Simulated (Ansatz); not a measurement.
# AgCl: a single-point run

The task is a single-point run on AgCl. The structure is shown as the input types it. The cell is built on a prototype (zincblende) and needn't be the phase found in nature.

Method: density functional or hybrid calculation with the settings of its input, plane waves, in Ansatz 0.2.0.

4 further runs of the same task are left out: 4 that didn't finish.

## (1) Starting point

It takes space group F-43m (No. 216, cubic). Conventional cell: a = 5.986 Å, b = 5.986 Å, c = 5.986 Å, α = 90.00°, β = 90.00°, γ = 90.00°. Ag (site symmetry -43m) is surrounded by 4 Cl at 2.59 Å. Cl (site symmetry -43m) has 4 Ag at 2.59 Å as nearest neighbours.

As a file:

```
CELL_PARAMETERS angstrom
0.00000 2.99325 2.99325
2.99325 0.00000 2.99325
2.99325 2.99325 0.00000
ATOMIC_POSITIONS crystal
Ag 0.00000 0.00000 0.00000
Cl 0.25000 0.25000 0.25000
```

## (2) Input and run

input.yaml reads:

```yaml
crystal:
  lattice:
    - [0.0, 2.9932461729, 2.9932461729]
    - [2.9932461729, 0.0, 2.9932461729]
    - [2.9932461729, 2.9932461729, 0.0]
  atoms:
    - { symbol: Ag, position: [0.0, 0.0, 0.0] }
    - { symbol: Cl, position: [0.25, 0.25, 0.25] }
kpoints:
  mp_grid: { grid: [6, 6, 6] }
hamiltonian:
  xc: r2scan
scf:
  occupations: { method: cold, width: 4 }
  n_extra_bands: 4
output:
  forces: true
  stress: true
  eigenvalues: true
```

Launch:

```console
ansatz run input.yaml --threads 4 --pin off --max-ram 3686MiB --backend cpu --events-out ev --progress --plain --runs-dir out
```

**Question.** How will this run end, and is anything wrong with its input?

The run converged and reported no error. Convergence says nothing about whether the input makes sense.

The suspect setting: scf.occupations.width is 4. A smearing of this width stands for electrons at many thousands of kelvin; it empties bonding states and fills antibonding ones.

To check: set scf.occupations.width to 0.001.
